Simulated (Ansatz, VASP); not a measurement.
## Two plane-wave programs on Au

```
Au
1.0
    -1.68977    1.68977    1.68977
     1.68977   -1.68977    1.68977
     1.68977    1.68977   -1.68977
Au
1
Cartesian
  0.0000 0.0000 0.0000
```

Change from the starting cell: volume scaled by 1.06.

Alike in both runs: task single point; functional PBEsol; k mesh 11 × 11 × 11; occupations fermi-dirac, width 0.05 eV; no spin polarisation.

|  | VASP | Ansatz |
| --- | --- | --- |
| version | VASP 6.6.1 | Ansatz 0.2.0 |
| potentials or method | VASP PAW PBE potentials, release 64 (Au) | Ansatz PAW |
| plane-wave cutoff (eV) | 520 | 420 |
| valence electrons in the cell | 11 | 19 |

|  | VASP | Ansatz | Ansatz less VASP |
| --- | --- | --- | --- |
| gap on the k mesh at the Fermi level (eV) | none | none | - |
| pressure (GPa) | -14.6 | -14.4 | +0.15 |

A gap of «none» marks a metal or a gap that the smearing closes. With one functional, cell and mesh, what is left measures potentials, basis and numerics. The two sets of potentials don't hold the same shells in valence.

Caveats: the PAW data sets were made with another functional, which shifts forces and pressure a little (VASP); the PAW data sets come from PBE, with cores solved anew for the run's functional, which leaves a small shift of forces and pressure (Ansatz). Spin-orbit coupling is left out, which matters for the levels of Au.
